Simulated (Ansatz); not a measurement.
Crystal: TiSe.

```
Se Ti
1.0
     3.55900    0.00000    0.00000
    -1.77950    3.08218    0.00000
     0.00000    0.00000    6.22000
Se Ti
2 2
Direct
  0.66667 0.33333 0.75000
  0.33333 0.66667 0.25000
  0.00000 0.00000 0.50000
  0.00000 0.00000 0.00000
```

Base run:

| Quantity | Value |
| --- | --- |
| Program | Ansatz 0.2.0 |
| Functional | r2SCAN |
| Potentials or basis | Ansatz PAW |
| Cutoff | 500 eV (not typed: the program's choice for these potentials) |
| k mesh | 9 × 9 × 5 |
| Occupations | fermi-dirac, width 0.05 eV |
| Spin | no spin polarisation |

Its results: band gap on the k mesh none (metal or under the smearing width); pressure 3.8 GPa.

Q: The run is repeated on the same cell with these changes: functional from r2SCAN to PBEsol; cutoff from 500 eV (not typed: the program's choice for these potentials) to 420 eV (not typed: the program's choice for these potentials); spin from no spin polarisation to spin-orbit coupling, no magnetisation; potential files from those of the base run to others of the same set. What comes out?

A: Band gap on the k mesh none (metal or under the smearing width); pressure -0.6 GPa.

Several settings changed at once, so the effect can't be laid on one alone.

Caveats: the PAW data sets come from PBE, with cores solved anew for the run's functional, which leaves a small shift of forces and pressure.
